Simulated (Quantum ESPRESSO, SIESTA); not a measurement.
# In-plane stress of diamond Si under biaxial strain, SIESTA DZP, PBEsol

Calculated with SIESTA 5.4.2: PBEsol; DZP orbitals, shift 0.01 Ry, mesh 400 Ry; k-mesh 4×4×4. The first two cell vectors are strained alike from typed lattice constants; the third vector's length and the atoms are relaxed. The geometries are those relaxed at QE, PBEsol. The typed cell isn't stress-free: at zero strain the reference's in-plane stress is -1.1 GPa, compression positive.

```
in-plane strain (%)  in-plane stress (GPa, compression positive)
                 -4                                        6.857
                 -3                                        4.826
                 -2                                        2.869
                 -1                                        1.076
                  0                                        -0.65
                 +1                                            ?
                 +2                                        -3.75
                 +3                                       -4.962
                 +4                                       -6.287
```

Task: Fit a second-order form in the logarithmic strain to the rows given and interpolate to the withheld row.

**Working.**

With u = ln[(1 + ε)/(1 + ε0)], counted from the row at ε0 = +0 % where y0 = -0.65, a second-order form y = y0 + a u + b u² makes v = (y − y0)/u a line in u.

| u | v |
| --- | --- |
| -0.0408220 | -183.896 |
| -0.0304592 | -179.781 |
| -0.0202027 | -174.185 |
| -0.0100503 | -171.736 |
| 0.0198026 | -156.545 |
| 0.0295588 | -145.879 |
| 0.0392207 | -143.725 |

With n = 7: mean u = -0.00185030, mean v = -165.107, Σ(u − ū)² = 0.0058835, Σ(u − ū)(v − v̄) = 3.0405. Slope b = 3.0405 / 0.0058835 = 516.79; intercept a = v̄ − b ū = -164.15.

At the withheld row u = 0.009950, v = a + b u = -159.0, and y = y0 + u v.

Prediction at +1: -2.232 GPa. The run gave -2.256 GPa, so the fit is high by 0.024 GPa (1.1 % of the value).

The first-order term gives a biaxial modulus of 164 GPa at ε0. The second-order term makes up 3.2 % of v at the withheld row. Among the rows given, the largest miss of the fit is at +3, by 0.089 GPa (0.67 % of the range of the table).

Limits: The nuclei are static. The DFT runs use Fermi–Dirac occupations of width 0.01 eV, and energies are free energies.

[Logs are printed without paths, hosts, clocks, repeated set-up lines and the standing remarks that a program may print on its own settings, such as how far it seeks lower states.]

[Hosts, paths, dates, database ids (printed as entryN), source tags and the programs' standing remarks are cut or masked in the printed files.]
